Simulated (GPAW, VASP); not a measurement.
This is a calculation of W (Tungsten) for VASP 6.6.1. 

Contents of INCAR:

```
SYSTEM = W
  ALGO = Fast
  EDIFF = 1E-7
  ENCUT = 520
  ISIF = 2
  ISMEAR = -1
  LASPH = .True.
  LCHARG = .False.
  LDAU = .True.
  LDAUJ = 0
  LDAUL = 2
  LDAUPRINT = 1
  LDAUTYPE = 2
  LDAUU = 4
  LMAXMIX = 4
  LREAL = .False.
  LWAVE = .False.
  NBANDS = 13
  NELM = 80
  PREC = Accurate
  SIGMA = 0.05
```

Contents of KPOINTS:

```
k-points
0
Gamma
  12 12 12
  0 0 0
```

Contents of POSCAR:

```
W
1.0
   -1.5823450000      1.5823450000      1.5823450000
    1.5823450000     -1.5823450000      1.5823450000
    1.5823450000      1.5823450000     -1.5823450000
W
1
Direct
    0.0000000000      0.0000000000      0.0000000000
```

Potentials or basis: VASP PAW LDA potentials, release 64 (W_sv).

The run is started by

```bash
$ cat potpaw_LDA.64/W_sv/POTCAR > POTCAR
$ mpirun -np 1 vasp_std > vasp.out
```

Question: Translate it to GPAW 26.7.0 (ASE script). Potentials or basis there: the program's PAW data sets (release 1.2.1) made for this functional, cutoff 600 eV.

Answer: As run (cutoffs and basis follow the program's own potentials, and thresholds, step limits or extra output files can differ):

run.py

```python
from ase.dft.bandgap import bandgap
from ase.io import read, write
from ase.units import Bohr, GPa
from gpaw import GPAW, PW
from gpaw.elf import elf_from_dft_calculation

atoms = read('W.xyz')

calc = GPAW(mode=PW(600),
            xc='LDA',
            kpts={'size': (12, 12, 12), 'gamma': True},
            occupations={'name': 'fermi-dirac', 'width': 0.05},
            setups={'W': ':d,4.0'},
            nbands=16,
            convergence={'density': 1e-05, 'energy': 1e-05},
            maxiter=150,
            txt='gpaw.txt')
atoms.calc = calc
energy = atoms.get_potential_energy()
forces = atoms.get_forces()
stress = atoms.get_stress()
calc.write('gs.gpw')
write('result.traj', atoms)
print(f'Energy: {energy:.6f} eV')
print('Forces (eV/A):')
print(forces.round(4))
print('Stress (GPa):', (stress / GPa).round(3))
print('Fermi level:', round(calc.get_fermi_level(), 4), 'eV')
print(f'Gap: {bandgap(calc)[0]:.4f} eV, direct: {bandgap(calc, direct=True)[0]:.4f} eV')

# fields on the real-space grid
write('density.cube', atoms, data=calc.get_pseudo_density() * Bohr**3)
write('potential.cube', atoms, data=calc.get_electrostatic_potential())
write('elf.cube', atoms, data=elf_from_dft_calculation(calc).data)
```

The input W.xyz:

```xyz
1
Lattice="-1.5823450000 1.5823450000 1.5823450000 1.5823450000 -1.5823450000 1.5823450000 1.5823450000 1.5823450000 -1.5823450000" Properties=species:S:1:pos:R:3 pbc="T T T"
W      0.0000000000      0.0000000000      0.0000000000
```

Potentials or basis: the program's PAW data sets (release 1.2.1) made for this functional, pw.

Run with:

```console
$ OMP_NUM_THREADS=1 python run.py
```

Both were run:

|  | VASP | GPAW |
| --- | --- | --- |
| Pressure | 4.4 GPa | -3.2 GPa |

The two programs' LDA may be different fits to the electron gas.

The two runs disagree by more than potentials and bases usually give (in gap, levels, pressure or energy); the cause wasn't traced.

How U acts hangs on each program's projectors.

Pressure is positive in compression.
